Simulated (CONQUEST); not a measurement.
# Nb (Im-3m) in CONQUEST: single point with PBEsol

Aim: the single point of Nb with PBEsol.

Everything below comes from runs of CONQUEST 1.3. Logs are shortened: lines on timing, memory, paths and dates and some standing lists are left out, and cuts for length are marked.

## 1. The undisturbed crystal

Symmetry: Im-3m, No. 229, cubic system. The conventional cell has a = 3.328 Å, b = 3.328 Å, c = 3.328 Å, α = 90.00°, β = 90.00°, γ = 90.00°. Nb (site symmetry m-3m) has 8 Nb at 2.88 Å as nearest neighbours.

## 2. Single point, PBEsol (atoms of the box moved at random, drawn with an rms of 0.05 Å)

Input file Conquest_input:

```
IO.Title Nb
IO.Coordinates coords.dat
IO.FractionalAtomicCoords T
IO.Iprint 2
IO.Iprint_init 1
General.NumberOfSpecies 1
General.PseudopotentialType hamann
AtomMove.TypeOfRun static
AtomMove.FullStress T
Grid.GridCutoff 120
DM.SolutionMethod diagon
Diag.MPMesh T
Diag.GammaCentred T
Diag.MPMeshX 8
Diag.MPMeshY 8
Diag.MPMeshZ 8
Diag.kT 0.00183747
minE.SCTolerance 1e-6
SC.MaxIters 100
IO.AtomChargeOutput T
%block ChemicalSpeciesLabel
1 92.910 Nb
%endblock
```

Input file coords.dat:

```
    6.2888195701     0.0000000000     0.0000000000
    0.0000000000     6.2888195701     0.0000000000
    0.0000000000     0.0000000000     6.2888195701
2
 -0.0094100000  -0.0233780000  -0.0132780000 1 T T T
  0.4965860000   0.5039750000   0.4962450000 1 T T T
```

Potentials or basis: PseudoDojo NC PBEsol, DZP, grid cutoff 120 Ha.

On the command line:

```console
$ OMP_NUM_THREADS=1 Conquest
```

Log:

```text
Simulation cell dimensions:     6.2888 a0 x     6.2888 a0 x     6.2888 a0

      Atomic coordinates (a0)
         Atom         X         Y         Z  Species
            1    6.2296    6.1418    6.2053        1
            2    3.1229    3.1694    3.1208        1

         Monkhorst-Pack mesh:   8 x   8 x   8 gamma-centred
        This calculation includes non-local pseudopotentials,
         with a maximum core radius of      8.30698119

    Job title: Nb
    Job to be run: static calculation

[... 5 lines left out ...]
      Using Fermi-Dirac smearing

    Integration grid size:     32 x   32 x   32

    Integration grid spacing:  0.197 a0 x 0.197 a0 x 0.197 a0

    Number of species:  1
    --------------------------------------------------------
    |   #  mass (au)  Charge (e)  SF Rad (a0)  NSF  Label  |
    --------------------------------------------------------
    |   1     92.910      13.000        8.647   19  Nb     |
    --------------------------------------------------------
          SCF tolerance:                 0.00000100
          SCF iterations:               100

    LibXC version:  6. 2. 2
    Using the GGA functional Perdew, Burke & Ernzerhof SOL
    Using the GGA functional Perdew, Burke & Ernzerhof SOL

           radial cut-off to be used is taken to be max PAO cut-off radius for this species:    8.306981

           greatest ang. mom. for making density from PAOs:  2
    Minimum blocs/proc is      512. Maximum blocs/proc is      512
    set_atom_dens: In set_atomic_density, electrons :      26.000000000000
 matrix_size & matrix_size_padH =           38          38

    Screened ion int: energy:     -91.529148002919 Ha

    new_SC_potl: Starting.  Tolerance:  0.10000E-05

    PulayMixSC: Starting Pulay mixing, A_up =  0.500 A_dn =  0.500
    PulayMixSC: Spin non-polarised calculation.
          Harris-Foulkes Energy            :      -124.522635140816590 Ha
          GroundState Energy (E-(1/2)TS)   :      -124.523095221511795 Ha
          Free Energy (E-TS)               :      -124.523555302206987 Ha
          DFT Total Energy                 :      -124.444529590624740 Ha
          Total number of electrons        :        25.999999999999954
    PulayMixSC: Pulay iteration     1 residual:              0.53451E-02
          Harris-Foulkes Energy            :      -124.477877828815053 Ha
          GroundState Energy (E-(1/2)TS)   :      -124.478306918711411 Ha
          Free Energy (E-TS)               :      -124.478736008607768 Ha
          DFT Total Energy                 :      -124.475684660350709 Ha
          Total number of electrons        :        26.000018111821888
    PulayMixSC: Pulay iteration     2 residual:              0.13848E-02
          Harris-Foulkes Energy            :      -124.476552894440502 Ha
          GroundState Energy (E-(1/2)TS)   :      -124.476958459013659 Ha
          Free Energy (E-TS)               :      -124.477364023586816 Ha
          DFT Total Energy                 :      -124.476503786001643 Ha
          Total number of electrons        :        26.000029493622510
    PulayMixSC: Pulay iteration     3 residual:              0.46432E-03
          Harris-Foulkes Energy            :      -124.476509769850168 Ha
          GroundState Energy (E-(1/2)TS)   :      -124.476914410331176 Ha
          Free Energy (E-TS)               :      -124.477319050812198 Ha
          DFT Total Energy                 :      -124.476509451305105 Ha
          Total number of electrons        :        26.000034931966184
    PulayMixSC: Pulay iteration     4 residual:              0.16965E-04
          Harris-Foulkes Energy            :      -124.476509727383302 Ha
          GroundState Energy (E-(1/2)TS)   :      -124.476914326443691 Ha
          Free Energy (E-TS)               :      -124.477318925504065 Ha
          DFT Total Energy                 :      -124.476509220525259 Ha
          Total number of electrons        :        26.000035552509527
    PulayMixSC: Pulay iteration     5 residual:              0.10030E-04
          Harris-Foulkes Energy            :      -124.476509924837259 Ha
          GroundState Energy (E-(1/2)TS)   :      -124.476914541004362 Ha
          Free Energy (E-TS)               :      -124.477319157171465 Ha
          DFT Total Energy                 :      -124.476508910732761 Ha
          Total number of electrons        :        26.000035668617208
    PulayMixSC: Pulay iteration     6 residual:              0.12308E-04
          Harris-Foulkes Energy            :      -124.476509673185063 Ha
          GroundState Energy (E-(1/2)TS)   :      -124.476914305008819 Ha
          Free Energy (E-TS)               :      -124.477318936832575 Ha
          DFT Total Energy                 :      -124.476509672829479 Ha
          Total number of electrons        :        26.000036021281058
    PulayMixSC: Pulay iteration     7 residual:              0.57583E-06
    PulayMixSC: Reached SCF tolerance of  0.57583E-06 after      7 iterations
      | Number of electrons      =        26.000036
      |* band energy as 2Tr[K.H] =       -28.206564327721566 Ha
      |  screened ion-ion energy =       -91.529148002919015 Ha
      |  Ha correction           =         1.507530625383188 Ha
      |  XC correction           =        -6.248327614045245 Ha
      | GS Energy as E-(1/2)TS   =      -124.476914305008819 Ha
      | Free Energy as E-TS      =      -124.477318936832575 Ha
      |* Harris-Foulkes energy   =      -124.476509673185063 Ha
      |* DFT total energy        =      -124.476509672829479 Ha
      |  estimated accuracy      =        -0.000000000355584 Ha

    force: Forces on atoms (Ha/a0)
    force:  Atom   X              Y              Z
    force:     1   0.0028535608   0.0143927370   0.0047415843
    force:     2  -0.0032431255  -0.0139812147  -0.0050248011

    force: Maximum force :        0.01439274(Ha/a0) on atom         1 in y direction
    force: Force Residual:        0.01531367 Ha/a0
    force: Total stress:          6.59900635     0.09701194     0.05480003 GPa
                             0.09701194     7.46731945     0.07713940
                             0.05480003     0.07713940     6.74588968
    force: Average pressure:     -6.93740516 GPa

    force: Finished force
    get_E_and_F: Change in energy during last step of electronic optimisation:  0.25165E-06

    BIBLIOGRAPHY: Please consider citing the following references in the conquest.bib file

    CONQUEST:         Bowler2002pt, Miyazaki2004, Nakata2020
    Basis:            Bowler2019
    DM:               Bowler:2006xr
    Pseudopotentials: Hamann2013, Bowler2019
    XC references from LibXC:
```

Run time: 2.7 min. Hardware: 1 thread of Intel Xeon Platinum 8259CL at 2.50GHz (Skylake/Cascade Lake), shared host; peak memory 0.56 GiB.

What came out:

```
Free energy            : -3387.2004 eV
Pressure               : -6.9 GPa
Largest force          : 0.793 eV/Å
Band gap on the k mesh : none (metal or under the smearing width)
```

Forces on the atoms (eV/Å):
```
Nb   0.147  0.740  0.244
Nb  -0.167 -0.719 -0.258
```

Caveat: the box holds several primitive cells, so bands are folded and the points are those of the box's own zone; the basis of atomic orbitals isn't converged, which shifts pressures, moduli and gaps.

## 3. For comparison

An earlier run on the cell as given: functional PBEsol; potentials or basis PseudoDojo NC PBEsol, DZP, grid cutoff 120 Ha; k mesh 8 × 8 × 8; occupations fermi-dirac, width 0.05 eV; no spin polarisation.

- Pressure: -7.6 GPa
- Band gap on the k mesh: none (metal or under the smearing width)
